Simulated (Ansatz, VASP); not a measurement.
## One calculation of Rb, two programs

```xyz
1
Lattice="-2.8362 2.8362 2.8362 2.8362 -2.8362 2.8362 2.8362 2.8362 -2.8362" Properties=species:S:1:pos:R:3 pbc="T T T"
Rb    0.0000    0.0000    0.0000
```

Alike in both runs: functional PBE; k mesh 8 × 8 × 8; occupations fermi-dirac, width 0.05 eV; no spin polarisation.

Ansatz relaxed the structure, and its values are those at the end. VASP's run is a single point on that final structure, the one shown.

```csv
,VASP,Ansatz
version,VASP 6.6.1,Ansatz 0.2.0
potentials or method,"VASP PAW PBE potentials, release 64 (Rb_sv)","PAW with Ansatz's default frozen-core files, scalar-relativistic"
plane-wave cutoff (eV),520,420
valence electrons in the cell,9,9
```

```csv
,VASP,Ansatz,Ansatz less VASP
pressure (GPa),0.0,0.0,0.00
```

The functional is the same, so the differences come from potentials, cutoffs and numerics. Ansatz warned: «gradients_without_spin_orbit».
